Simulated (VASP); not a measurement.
# TiC (Fm-3m) in VASP: further runs, part 2 of 3

VASP 6.6.1. The steps go on from the part before.

### 4 Relaxation of cell and atoms, RPBE

Input file INCAR:

```
PREC = Accurate ; ENCUT = 600
EDIFF = 1E-6 ; ISMEAR = 1
SIGMA = 0.1 ; LREAL = False
LASPH = True ; NELM = 80
ALGO = Normal ; ISIF = 3
LWAVE = False ; LCHARG = False
GGA = RP ; IBRION = 2
NSW = 90 ; EDIFFG = -0.01
```

Input file KPOINTS:

```
regular mesh
0
Gamma
  14 14 14
```

Input file POSCAR:

```
TiC
1.0
    0.0000000000      2.1593000000      2.1593000000
    2.1593000000      0.0000000000      2.1593000000
    2.1593000000      2.1593000000      0.0000000000
Ti C
1 1
Direct
    0.0000000000      0.0000000000      0.0000000000
    0.5000000000      0.5000000000      0.5000000000
```

Potentials or basis: VASP PAW PBE potentials, release 64 (Ti_sv, C).

On the command line:

```console
cat potpaw_PBE.64/Ti_sv/POTCAR potpaw_PBE.64/C/POTCAR > POTCAR
mpirun -np 1 vasp_std > vasp.out
```

OUTCAR:

```text
PREC = Accurate
   ENCUT = 600
   EDIFF = 1E-6
   ISMEAR = 1
   LREAL = False
   LASPH = True
   NELM = 80
   ISIF = 3
   GGA = RP
   IBRION = 2
   NSW = 90
   EDIFFG = -0.01

 ion  position               nearest neighbor table
   1  0.000  0.000  0.000-   2 2.16   2 2.16   2 2.16   2 2.16   2 2.16   2 2.16
   2  0.500  0.500  0.500-   1 2.16   1 2.16   1 2.16   1 2.16   1 2.16   1 2.16

  LATTYP: Found a face centered cubic cell.
 ALAT       =     4.3186000000

  Lattice vectors:

 A1 = (   0.0000000000,   2.1593000000,   2.1593000000)
 A2 = (   2.1593000000,   0.0000000000,   2.1593000000)
 A3 = (   2.1593000000,   2.1593000000,   0.0000000000)

Analysis of symmetry for initial positions (statically):
=====================================================================
 Subroutine PRICEL returns:
[... 270 lines left out ...]
      6      10.0017     -0.00000
      7      10.0017     -0.00000
      8      10.0017     -0.00000
      9      10.9496     -0.00000
     10      10.9496     -0.00000
     11      10.9496     -0.00000
     12      10.9612     -0.00000
[... 331 lines left out ...]
 k-point    24 :       0.2857    0.1429    0.0000
  band No.  band energies     occupation
      1     -47.4550      2.00000
      2     -23.6829      2.00000
      3     -23.5144      2.00000
      4     -23.5067      2.00000
      5      -1.6608      2.00000
      6       6.1774      2.00000
      7       7.6929      2.00000
      8       8.2124      2.00000
      9      10.1217     -0.00000
     10      11.5379      0.00000
     11      12.6247      0.00000
     12      13.7118      0.00000

 [... further k-points ...]

------------------------ aborting loop because EDIFF is reached ----------------------------------------

  FORCE on cell =-STRESS in cart. coord.  units (eV):
  Direction    XX          YY          ZZ          XY          YZ          ZX
  --------------------------------------------------------------------------------------
  -------------------------------------------------------------------------------------
  Total       -0.0046579     -0.0046579     -0.0046579      0.0000000      0.0000000      0.0000000
  in kB       -0.3600898     -0.3600898     -0.3600898      0.0000000      0.0000000      0.0000000
  external PRESSURE =      -0.3600898 kB  Pullay stress =       0.0000000 kB
[... 17 lines left out ...]
  FREE ENERGIE OF THE ION-ELECTRON SYSTEM (eV)
  ---------------------------------------------------
  free  energy   TOTEN  =       -17.8050702069 eV

  energy  without entropy=      -17.8051852218  energy(sigma->0) =      -17.80510855

 reached required accuracy - stopping structural energy minimisation
```

OSZICAR:

```text
N       E                     dE             d eps       ncg     rms          rms(c)
DAV:   1     0.129721297564E+03    0.12972E+03   -0.92334E+03  2496   0.176E+03
DAV:   2    -0.122821551151E+02   -0.14200E+03   -0.13470E+03  2612   0.405E+02
DAV:   3    -0.227759658089E+02   -0.10494E+02   -0.10029E+02  3220   0.103E+02
[... 32 lines left out ...]
DAV:   7    -0.178050299023E+02   -0.21858E-03   -0.23511E-04  2908   0.145E-01    0.263E-02
DAV:   8    -0.178050670680E+02   -0.37166E-04   -0.86884E-05  3532   0.670E-02    0.441E-03
DAV:   9    -0.178050687123E+02   -0.16443E-05   -0.31976E-06  2308   0.122E-02    0.331E-03
DAV:  10    -0.178050699295E+02   -0.12171E-05   -0.82759E-07  1504   0.885E-03    0.967E-04
DAV:  11    -0.178050702069E+02   -0.27749E-06   -0.41533E-07  1280   0.528E-03
   3 F= -.17805070E+02 E0= -.17805109E+02  d E =-.128045E-01
```

CONTCAR:

```text
TiC
   1.00000000000000
    -0.0000000000000000    2.1801460324491853    2.1801460324491853
     2.1801460324491853   -0.0000000000000000    2.1801460324491853
     2.1801460324491853    2.1801460324491853    0.0000000000000000
  Ti              C
     1     1
Direct
     0.0000000000000000    0.0000000000000000    0.0000000000000000
     0.5000000000000000    0.5000000000000000    0.5000000000000000

  0.00000000E+00  0.00000000E+00  0.00000000E+00
  0.00000000E+00  0.00000000E+00  0.00000000E+00
```

Run time: 26 s. Hardware: 1 thread of Intel Xeon 6975P-C (Granite Rapids), shared host; peak memory 0.16 GiB.

Results:

- Free energy: -17.8051 eV
- Relaxed volume: 10.36 Å³/atom
- Relaxed cell: a = 3.083 Å, b = 3.083 Å, c = 3.083 Å, α = 60.00°, β = 60.00°, γ = 60.00°
- Space group after relaxing (to 0.05 Å): Fm-3m (No. 225)
- Energy gained by relaxing: 6.4 meV/atom
- Ionic steps: 3
- Pressure after relaxing: 0.0 GPa
- Band gap on the k mesh: none (metal or under the smearing width)

Step by step:
| step | energy change (eV) | largest force (eV/Å) | pressure (GPa) | volume (Å³) |
| --- | --- | --- | --- | --- |
| 1 | 0.0000 | 0.0000 | 7.17 | 20.14 |
| 2 | 0.0063 | 0.0000 | -7.83 | 21.48 |
| 3 | -0.0128 | 0.0000 | -0.04 | 20.72 |

Final structure:
```
Ti C
1.0
     0.00000    2.18015    2.18015
     2.18015    0.00000    2.18015
     2.18015    2.18015    0.00000
Ti C
1 1
Direct
  0.00000 0.00000 0.00000
  0.50000 0.50000 0.50000
```

Levels at points of the mesh, in eV from the Fermi level:
| k point | band 4 | band 5 | band 6 | band 7 | band 8 | band 9 | band 10 | band 11 | band 12 |
| --- | --- | --- | --- | --- | --- | --- | --- | --- | --- |
| (0.00, 0.00, 0.00) | -32.75 | -12.37 | 0.71 | 0.71 | 0.71 | 1.65 | 1.65 | 1.65 | 1.67 |
| (0.50, 0.00, 0.00) | -32.80 | -9.00 | -5.75 | -2.83 | -2.83 | 2.85 | 2.85 | 4.00 | 7.97 |
| (0.50, 0.50, 0.00) | -32.91 | -10.11 | -3.43 | -1.54 | -0.06 | -0.06 | 2.63 | 3.43 | 3.43 |

Caveat: the PAW data sets were made with another functional, which shifts forces and pressure a little. Zero-point motion and thermal expansion aren't in these numbers.

### 5 Relaxation of cell and atoms, RPBE

This run uses another cell than the first one, of 10.36 Å³/atom, 1.029 times its volume.

Input file INCAR:

```
PREC = Accurate ; ENCUT = 600
EDIFF = 1E-7 ; ISMEAR = 1
SIGMA = 0.1 ; LREAL = False
LASPH = True ; NELM = 80
ALGO = Normal ; ISIF = 3
LWAVE = False ; LCHARG = False
GGA = RP ; IBRION = 2
NSW = 90 ; EDIFFG = -0.005
```

KPOINTS is that of step 4.

Input file POSCAR:

```
TiC                                     
1.0
   -0.0000000000      2.1801460324      2.1801460324
    2.1801460324     -0.0000000000      2.1801460324
    2.1801460324      2.1801460324      0.0000000000
  Ti              C             
     1     1
Direct
     0.0000000000000000    0.0000000000000000    0.0000000000000000
     0.5000000000000000    0.5000000000000000    0.5000000000000000
```

Potentials or basis: VASP PAW PBE potentials, release 64 (Ti_sv, C).

On the command line:

```console
cat potpaw_PBE.64/Ti_sv/POTCAR potpaw_PBE.64/C/POTCAR > POTCAR
mpirun -np 1 vasp_std > vasp.out
```

OUTCAR:

```text
PREC = Accurate
   ENCUT = 600
   EDIFF = 1E-7
   ISMEAR = 1
   LREAL = False
   LASPH = True
   NELM = 80
   ISIF = 3
   GGA = RP
   IBRION = 2
   NSW = 90
   EDIFFG = -0.005

 ion  position               nearest neighbor table
   1  0.000  0.000  0.000-   2 2.18   2 2.18   2 2.18   2 2.18   2 2.18   2 2.18
   2  0.500  0.500  0.500-   1 2.18   1 2.18   1 2.18   1 2.18   1 2.18   1 2.18

  LATTYP: Found a face centered cubic cell.
 ALAT       =     4.3602920648

  Lattice vectors:

 A1 = (   0.0000000000,   2.1801460324,   2.1801460324)
 A2 = (   2.1801460324,   0.0000000000,   2.1801460324)
 A3 = (   2.1801460324,   2.1801460324,   0.0000000000)

Analysis of symmetry for initial positions (statically):
=====================================================================
 Subroutine PRICEL returns:
 Original cell was already a primitive cell.

 Routine SETGRP: Setting up the symmetry group for a
 face centered cubic supercell.

 Subroutine GETGRP returns: Found 48 space group operations
 (whereof 48 operations were pure point group operations)
 out of a pool of 48 trial point group operations.

The static configuration has the point symmetry O_h .

Analysis of symmetry for dynamics (positions and initial velocities):
=====================================================================
 Subroutine PRICEL returns:
 Original cell was already a primitive cell.

 Routine SETGRP: Setting up the symmetry group for a
 face centered cubic supercell.

 Subroutine GETGRP returns: Found 48 space group operations
 (whereof 48 operations were pure point group operations)
 out of a pool of 48 trial point group operations.

The dynamic configuration has the point symmetry O_h .

 Subroutine INISYM returns: Found 48 space group operations
 (whereof 48 operations are pure point group operations),
 and found     1 'primitive' translations

----------------------------------------------------------------------------------------

                                     Primitive cell

  volume of cell :      20.7246

  direct lattice vectors                    reciprocal lattice vectors
     0.000000000  2.180146032  2.180146032    -0.229342435  0.229342435  0.229342435
     2.180146032  0.000000000  2.180146032     0.229342435 -0.229342435  0.229342435
     2.180146032  2.180146032  0.000000000     0.229342435  0.229342435 -0.229342435

  length of vectors
     3.083192087  3.083192087  3.083192087     0.397232750  0.397232750  0.397232750

  position of ions in fractional coordinates (direct lattice)
     0.000000000  0.000000000  0.000000000
     0.500000000  0.500000000  0.500000000

  ion indices of the primitive-cell ions
   primitive index   ion index
                 1           1
                 2           2

----------------------------------------------------------------------------------------

 KPOINTS: regular mesh

Automatic generation of k-mesh.
 Grid dimensions read from file:
 generate k-points for:   14   14   14

 Generating k-lattice:

  Cartesian coordinates                     Fractional coordinates (reciprocal lattice)
    -0.016381603  0.016381603  0.016381603     0.071428571  0.000000000  0.000000000
     0.016381603 -0.016381603  0.016381603     0.000000000  0.071428571  0.000000000
[... 42 lines left out ...]
   total plane-waves  NPLWV =  21952
   dimension x,y,z NGX =    28 NGY =   28 NGZ =   28
   dimension x,y,z NGXF=    56 NGYF=   56 NGZF=   56
   ions per type =               1   1
   NGX,Y,Z   is equivalent  to a cutoff of  15.10, 15.10, 15.10 a.u.
   NGXF,Y,Z  is equivalent  to a cutoff of  30.20, 30.20, 30.20 a.u.
 SYSTEM =  unknown system
   PREC   = accura    normal or accurate (medium, high low for compatibility)
   ISTART =      0    job   : 0-new  1-cont  2-samecut
   ICHARG =      2    charge: 1-file 2-atom 10-const
   ISPIN  =      1    spin polarized calculation?
   LNONCOLLINEAR =      F non collinear calculations
   LSORBIT =      F    spin-orbit coupling
   LASPH  =      T    aspherical Exc in radial PAW
   ENCUT  =  600.0 eV  44.10 Ry    6.64 a.u.   6.16  6.16  6.16*2*pi/ulx,y,z
   NELM   =     80;   NELMIN=  2; NELMDL= -5     # of ELM steps
   EDIFF  = 0.1E-06   stopping-criterion for ELM
   LREAL  =      F    real-space projection
   EDIFFG = -.5E-02   stopping-criterion for IOM
   NSW    =     90    number of steps for IOM
   IBRION =      2    ionic relax: 0-MD 1-quasi-New 2-CG
   NFREE  =      1    steps in history (QN), initial steepest desc. (CG)
   ISIF   =      3    stress and relaxation
   ISYM   =      2    0-nonsym 1-usesym 2-fastsym
   POTIM  = 0.5000    time-step for ionic-motion
   TEBEG  =    0.0;   TEEND  =   0.0 temperature during run
   PSTRESS=    0.0 pullay stress
   NELECT =      16.0000    total number of electrons
   NUPDOWN=      -1.0000    fix difference up-down
   EMIN   =  10.00;   EMAX   =-10.00  energy-range for DOS
   EFERMI =   0.00;   METHOD = LEGACY
   ISMEAR =     1;   SIGMA  =   0.10  broadening in eV -4-tet -1-fermi 0-gaus
   EFERMI_NEDOS =   21; number of points for ismear=-14 and -15
   IALGO  =     38    algorithm
   IMIX   =      4    mixing-type and parameters
     AMIX     =   0.40;   BMIX     =  1.00
     AMIX_MAG =   1.60;   BMIX_MAG =  1.00
  volume/ion in A,a.u.               =      10.36        69.93
  Fermi-wavevector in a.u.,A,eV,Ry     =   1.501825  2.838037 30.687633  2.255477
  Thomas-Fermi vector in A             =   2.613145
   LORBIT       =      0    0 simple, 1 ext, 2 COOP (PROOUT), +10 PAW based schemes
   GGA     = RP    functional components
   LHFCALC =     F    Hartree Fock is set to
   AEXX    =    0.0000 exact exchange contribution
   IVDW    =     0    specifies the selected vdW correction
   LEPSILON=     F    determine dielectric tensor
   LRPA    =     F    only Hartree local field effects (RPA)
 conjugate gradient relaxation of ions
 non-spin polarized calculation
 Methfessel and Paxton  Order N= 1 SIGMA  =   0.10
  energy-cutoff  :      600.00
  volume of cell :       20.72
 maximum number of plane-waves:       701
 NGX is ok and might be reduce to    28
   NGX = 13   NGY = 13   NGZ = 13

 number of electron      16.0000001 magnetization

 Free energy of the ion-electron system (eV)
  ---------------------------------------------------
  ext. energy  EPLUGINS =         0.00000000
  ---------------------------------------------------
  free energy    TOTEN  =       -17.80586874 eV

  energy without entropy =      -17.80598350  energy(sigma->0) =      -17.80590699

 E-fermi :   9.2954     XC(G=0): -12.4978

 val. band max:        9.2387402383   @ k =   0.5000   0.5000   0.0000
 cond. band min:       9.3081021164   @ k =   0.3571   0.2857   0.0000
 fundamental gap:      0.0693618782
 Fermi energy:         9.2953836683

 k-point     1 :       0.0000    0.0000    0.0000
  band No.  band energies     occupation
      1     -47.4939      2.00000
      2     -23.4587      2.00000
      3     -23.4587      2.00000
      4     -23.4587      2.00000
      5      -3.0723      2.00000
      6      10.0017     -0.00000
      7      10.0017     -0.00000
      8      10.0017     -0.00000
      9      10.9494     -0.00000
     10      10.9494     -0.00000
     11      10.9494     -0.00000
     12      10.9612     -0.00000
[... 331 lines left out ...]
 k-point    24 :       0.2857    0.1429    0.0000
  band No.  band energies     occupation
      1     -47.4550      2.00000
      2     -23.6829      2.00000
      3     -23.5144      2.00000
      4     -23.5067      2.00000
      5      -1.6610      2.00000
      6       6.1772      2.00000
      7       7.6928      2.00000
      8       8.2123      2.00000
      9      10.1216     -0.00000
     10      11.5379      0.00000
     11      12.6246      0.00000
     12      13.7118      0.00000

 [... further k-points ...]

------------------------ aborting loop because EDIFF is reached ----------------------------------------

  FORCE on cell =-STRESS in cart. coord.  units (eV):
  Direction    XX          YY          ZZ          XY          YZ          ZX
  --------------------------------------------------------------------------------------
  -------------------------------------------------------------------------------------
  Total       -0.0080175     -0.0080175     -0.0080175      0.0000000      0.0000000      0.0000000
  in kB       -0.6198155     -0.6198155     -0.6198155      0.0000000      0.0000000      0.0000000
  external PRESSURE =      -0.6198155 kB  Pullay stress =       0.0000000 kB

 VOLUME and BASIS-vectors are now :
 -----------------------------------------------------------------------------
  energy-cutoff  :      600.00
  volume of cell :       20.72
      direct lattice vectors                 reciprocal lattice vectors
     0.000000000  2.180146032  2.180146032    -0.229342435  0.229342435  0.229342435
     2.180146032  0.000000000  2.180146032     0.229342435 -0.229342435  0.229342435
     2.180146032  2.180146032  0.000000000     0.229342435  0.229342435 -0.229342435

 POSITION                                       TOTAL-FORCE (eV/Angst)
 -----------------------------------------------------------------------------------
      0.00000      0.00000      0.00000        -0.000000     -0.000000     -0.000000
      2.18015      2.18015      2.18015         0.000000      0.000000      0.000000
 -----------------------------------------------------------------------------------
    total drift:                               -0.000000      0.000000      0.000000

  FREE ENERGIE OF THE ION-ELECTRON SYSTEM (eV)
  ---------------------------------------------------
  free  energy   TOTEN  =       -17.8058687383 eV

  energy  without entropy=      -17.8059835013  energy(sigma->0) =      -17.80590699

 reached required accuracy - stopping structural energy minimisation
```

CONTCAR:

```text
TiC
   1.00000000000000
     0.0000000000000000    2.1801460324000002    2.1801460324000002
     2.1801460324000002    0.0000000000000000    2.1801460324000002
     2.1801460324000002    2.1801460324000002    0.0000000000000000
  Ti              C
     1     1
Direct
     0.0000000000000000    0.0000000000000000    0.0000000000000000
     0.5000000000000000    0.5000000000000000    0.5000000000000000

  0.00000000E+00  0.00000000E+00  0.00000000E+00
  0.00000000E+00  0.00000000E+00  0.00000000E+00
```

Wall time 22 s (1 thread of Intel Xeon 6975P-C (Granite Rapids), shared host); peak memory 0.17 GiB.

What came out:

* Free energy: -17.8059 eV
* Pressure after relaxing: -0.1 GPa
* Band gap on the k mesh: none (metal or under the smearing width)

Final structure:
```xyz
2
Lattice="0.0000 2.1801 2.1801 2.1801 0.0000 2.1801 2.1801 2.1801 0.0000" Properties=species:S:1:pos:R:3 pbc="T T T"
Ti    0.0000    0.0000    0.0000
C     2.1801    2.1801    2.1801
```

Caveat: the relaxation stopped at its first step, so nothing moved; the PAW data sets were made with another functional, which shifts forces and pressure a little.

(Part 2 of 3 ends here.)
